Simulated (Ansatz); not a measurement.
# WC: the cost of one run

Method: DFT PBE+D3(BJ), scalar-relativistic, plane waves, PAW, in Ansatz 0.2.0.

1 further run of the same task is left out (set aside as unsound or not needed).

### 1 The structure to begin with

The structure is hexagonal, space group P-6m2 (No. 187). The conventional cell has a = 2.902 Å, b = 2.902 Å, c = 2.833 Å, α = 90.00°, β = 90.00°, γ = 120.00°. W (site symmetry -6m2) is surrounded by 6 C at 2.19 Å. Around C (site symmetry -6m2) lie 6 W at 2.19 Å.

Structure file:

```xyz
2
Lattice="2.9019 0.0000 0.0000 -1.4510 2.5131 0.0000 0.0000 0.0000 2.8327" Properties=species:S:1:pos:R:3 pbc="T T T"
W     0.0000    0.0000    0.0000
C     1.4510    0.8377    1.4163
```

It is the result of an earlier relaxation at this level (volume 10.33 Å³/atom; gap on the mesh: none (metal)).

### 2 Cutting the slab

Miller indices refer to the conventional cell of the relaxed bulk, P-6m2 (No. 187): a = 2.902 Å, b = 2.902 Å, c = 2.833 Å, α = 90.00°, β = 90.00°, γ = 120.00°.

A (101) slab, 6.0 Å thick as cut, with 16 Å of vacuum, in a 2×2 surface cell; its outer planes are C (top) and W (bottom).

The slab as cut. Its planes from the bottom up:

```csv
plane,atoms per cell,height over the lowest (Å)
1,W4C4,0.00
2,W4C4,1.88
3,W4C4,3.76
4,W4C4,5.64
```

### 3 Relaxing the clean slab

Input file input.yaml:

```yaml
crystal:
  lattice:
    - [5.8038113753, 0.0, 0.0]
    - [-2.9019056877, 7.5735822849, 0.0]
    - [0.0, 0.0, 21.9530597251]
  atoms:
    - { symbol: W, position: [0.8601095922, 0.7202191844, 0.3644138949] }
    - { symbol: W, position: [0.8601095922, 0.2202191844, 0.3644138949] }
    - { symbol: W, position: [0.3601095922, 0.7202191844, 0.3644138949] }
    - { symbol: W, position: [0.3601095922, 0.2202191844, 0.3644138949] }
    - { symbol: C, position: [0.0034611909, 0.0069223818, 0.3786861165] }
    - { symbol: C, position: [0.0034611909, 0.5069223818, 0.3786861165] }
    - { symbol: C, position: [0.5034611909, 0.0069223818, 0.3786861165] }
    - { symbol: C, position: [0.5034611909, 0.5069223818, 0.3786861165] }
    - { symbol: W, position: [0.7202191844, 0.4404383689, 0.4500472244] }
    - { symbol: W, position: [0.7202191844, 0.9404383689, 0.4500472244] }
    - { symbol: W, position: [0.2202191844, 0.4404383689, 0.4500472244] }
    - { symbol: W, position: [0.2202191844, 0.9404383689, 0.4500472244] }
    - { symbol: C, position: [0.8635707831, 0.7271415663, 0.464319446] }
    - { symbol: C, position: [0.8635707831, 0.2271415663, 0.464319446] }
    - { symbol: C, position: [0.3635707831, 0.7271415663, 0.464319446] }
    - { symbol: C, position: [0.3635707831, 0.2271415663, 0.464319446] }
    - { symbol: W, position: [0.5803287766, 0.1606575533, 0.535680554] }
    - { symbol: W, position: [0.5803287766, 0.6606575533, 0.535680554] }
    - { symbol: W, position: [0.0803287766, 0.1606575533, 0.535680554] }
    - { symbol: W, position: [0.0803287766, 0.6606575533, 0.535680554] }
    - { symbol: C, position: [0.7236803754, 0.4473607507, 0.5499527756] }
    - { symbol: C, position: [0.7236803754, 0.9473607507, 0.5499527756] }
    - { symbol: C, position: [0.2236803754, 0.4473607507, 0.5499527756] }
    - { symbol: C, position: [0.2236803754, 0.9473607507, 0.5499527756] }
    - { symbol: W, position: [0.4404383689, 0.8808767377, 0.6213138835] }
    - { symbol: W, position: [0.4404383689, 0.3808767377, 0.6213138835] }
    - { symbol: W, position: [0.9404383689, 0.8808767377, 0.6213138835] }
    - { symbol: W, position: [0.9404383689, 0.3808767377, 0.6213138835] }
    - { symbol: C, position: [0.5837899676, 0.1675799351, 0.6355861051] }
    - { symbol: C, position: [0.5837899676, 0.6675799351, 0.6355861051] }
    - { symbol: C, position: [0.0837899676, 0.1675799351, 0.6355861051] }
    - { symbol: C, position: [0.0837899676, 0.6675799351, 0.6355861051] }
basis:
  ecutwfc: 420
kpoints:
  mp_grid: { grid: [4, 3, 1] }
hamiltonian:
  xc: pbe
  dispersion: d3bj
scf:
  occupations: { method: gaussian, width: 0.1 }
output:
  forces: true
  eigenvalues: true
  write_density: true
  write_potential: true
  elf: true
  volumetric_format: npy
relax:
  adjacent_minimum: "off"
  f_tol: 0.03
  max_steps: 70
  constraints: [{ sites: [0, 1, 2, 3, 4, 5, 6, 7, 8, 9, 10, 11, 12, 13, 14, 15] }]
efield:
  axis: 3
  dipole_correction: true
  ramp_width: 0.04
```

Command:

```console
$ ansatz run input.yaml --threads 4 --pin off --max-ram 12288MiB --backend cpu --events-out ev --progress --plain --runs-dir out
```

**Question.** How long does this run take on 4 threads of Arm Neoverse V1, shared host, and how much memory does it need?

About 4.5 min, with a peak of 3.4 GiB.
